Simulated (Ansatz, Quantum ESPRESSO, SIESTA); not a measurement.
# C: programs and potentials compared

```xyz
4
Lattice="1.2332 0.7120 8.2826 -1.2332 0.7120 8.2826 0.0000 -1.4240 8.2826" Properties=species:S:1:pos:R:3 pbc="T T T"
C     0.0000    0.0000    2.1661
C     0.0000    0.0000   18.7315
C     0.0000    0.0000    6.1163
C     0.0000    0.0000   22.6818
```

Alike in all runs: task band structure; functional LDA; k mesh 12 × 12 × 12; occupations fermi-dirac, width 0.05 eV; no spin polarisation; no spin-orbit coupling. LDA stands for any of its common fits. Pressure is positive in compression and, in plane waves, holds the error of the finite cutoff. Gaps are the smaller of the mesh's and the band path's.

| program and potentials | plane-wave cutoff (eV) | notes | band gap (eV) | pressure (GPa) |
| --- | --- | --- | --- | --- |
| Ansatz, all-electron LAPW, scalar-relativistic | - | - | 0.07 | -6.11 |
| Quantum ESPRESSO, GBRV 1.5 LDA | 612 | - | 0.07 | -6.41 |
| SIESTA, files PseudoDojo sr-lda-0.4.1-standard, DZP (energy shift 0.003 Ry) | - | atomic basis | 0.07 | 2.63 |

All agree on the band gap. The pressure spans -6.41 (Quantum ESPRESSO, GBRV 1.5 LDA) to 2.63 GPa (SIESTA, files PseudoDojo sr-lda-0.4.1-standard, DZP (energy shift 0.003 Ry)), with all-electron results at -6.11. The paths' points differ, which is worth about 0.01 eV. Rows in atomic bases carry the error of their basis and grid, which can be large.

The functional is the same throughout but for its coding, so the spread measures potentials, basis and numerics; runs on potential files found faulty are left out.
